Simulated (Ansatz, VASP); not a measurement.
# Two plane-wave programs on V

```
CELL_PARAMETERS angstrom
-1.57164 1.57164 1.57164
1.57164 -1.57164 1.57164
1.57164 1.57164 -1.57164
ATOMIC_POSITIONS crystal
V 0.00000 0.00000 0.00000
```

Alike in both runs: task single point; functional BLYP; k mesh 24 × 24 × 24; occupations fermi-dirac, width 0.1 eV; no spin polarisation.

|  | VASP | Ansatz |
| --- | --- | --- |
| version | VASP 6.6.1 | Ansatz 0.2.0 |
| potentials or method | VASP PAW PBE potentials, release 64 (V_sv) | plane waves (420 eV) with PAW, scalar-relativistic |
| plane-wave cutoff (eV) | 520 | 420 |
| valence electrons in the cell | 13 | 13 |

VASP gave:

- pressure (GPa): -14.9

Which values does Ansatz return?

Pressure (GPa): -15.1.

The functional is the same, so the differences come from potentials, cutoffs and numerics.

Caveats: the PAW data sets were made with another functional, which shifts forces and pressure a little (VASP).
